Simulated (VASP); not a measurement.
A run of VASP 6.6.1:

The input INCAR:

```
SYSTEM = N
PREC     = Accurate       ! precision mode
ENCUT    = 520            ! plane-wave cutoff, eV
EDIFF    = 1E-7           ! SCF threshold, eV
ISMEAR   = 0              ! smearing method
SIGMA    = 0.15           ! smearing width, eV
LREAL    = .False.        ! projectors in reciprocal space
LASPH    = .True.         ! aspherical terms in the spheres
NELM     = 100            ! most SCF steps
ALGO     = Normal         ! electronic algorithm
ISIF     = 2              ! what is computed and relaxed
LWAVE    = .False.        ! write WAVECAR
LCHARG   = .False.        ! write CHGCAR
GGA      = PE             ! functional
IVDW     = 12             ! dispersion correction
NBANDS   = 8              ! bands
```

The input KPOINTS:

```
Automatic mesh
0
Gamma
  26 26 26
  0 0 0
```

Contents of POSCAR:

```
N
1.0
    0.0000000000      1.6314990405      1.4761181795
    1.6314990405      0.0000000000      1.4761181795
    1.6314990405      1.6314990405      0.0000000000
N
1
Direct
    0.0000000000      0.0000000000      0.0000000000
```

Potentials or basis: VASP PAW PBE potentials, release 64 (N).

The run is started by

```sh
$ cat potpaw_PBE.64/N/POTCAR > POTCAR
$ mpirun -np 1 vasp_std > vasp.out
```

Hardware: 1 thread of Intel(R) Xeon(R) Platinum 8488C (Sapphire Rapids), on a shared host.

Q: How long does it take, and how much memory?

A: Run time: 24 s on 1 thread of Intel(R) Xeon(R) Platinum 8488C (Sapphire Rapids), with other jobs on the host, peak memory 0.18 GiB. Counts: scf iterations 11, k points 1330.
